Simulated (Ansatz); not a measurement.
# HgTe (I-4m2), stationary points along a deformation path

Method: Ansatz 0.2.0, DFT PBEsol, scalar-relativistic, plane waves, PAW. Cutoff 420 eV, Γ-centred 18×18×18 k-points, Gaussian smearing of 0.15 eV. Spin–orbit coupling is left out, which can shift energies with elements as heavy as these. No spin polarisation. Energies are free energies at this smearing, counted from the undisturbed cell; pressure is positive in compression.

Reference structure (as given, not relaxed at this level; it stands at -3.5 GPa; this form isn't the usual structure):

```
Hg Te
1.0
    -3.04560    3.04560    1.55941
     3.04560   -3.04560    1.55941
     3.04560    3.04560   -1.55941
Hg Te
1 1
Direct
  0.25000 0.75000 0.50000
  0.00000 0.00000 0.00000
```

At fixed volume and fractional coordinates, lengths along (0.000, 0.000, 1.000) are scaled against those across it; ρ is that ratio over its starting value. V = 28.929 Å³/atom. Δσ is the stress along the axis less the mean stress across it (compression positive).

```
    ρ  ΔE (meV/atom)  Δσ (GPa) space group
0.850          111.0      9.93        I-4m2
0.920           37.8      6.98        I-4m2
0.960            9.6      3.63        I-4m2
1.000            0.0      0.60        I-4m2
1.050           -0.4     -0.14        I-4m2
1.100            0.7     -0.47        I-4m2
1.200           15.9     -1.77        I-4m2
```

How does the stress give the slope of the energy, and where is the energy stationary?

Along the path d ln(length) is 2/3 d ln ρ on the axis and −1/3 d ln ρ across it, so dE/d ln ρ = −(2/3) V Δσ: the energy falls with ρ where Δσ is positive. Δσ vanishes or changes sign between ρ = 1.000 and 1.050, a minimum (near 1.04 by linear interpolation). Pairs of stationary points between two samples would go unseen, and could change a minimum read from distant neighbours into a maximum.

Integrate that slope from ρ = 1 to 1.200 by the trapezoid rule.

With V/N in Å³ and 1 eV/Å³ = 160.2 GPa the slopes at ρ = 1.000, 1.050, 1.100, 1.200 are -72, 17, 57, 213 meV/atom per unit of ln ρ. The steps add (-1.3) + 1.7 + 11.7 = 12.1 meV/atom, against 15.9 from the energies; the trapezoid rule misses the curvature of the slope within each step.

In a metal these slopes depend on the k mesh and the smearing.

Cost: 7 runs of about 4.4 core-minutes in all, on AMD EPYC 7R32 (Zen 2) (shared hosts).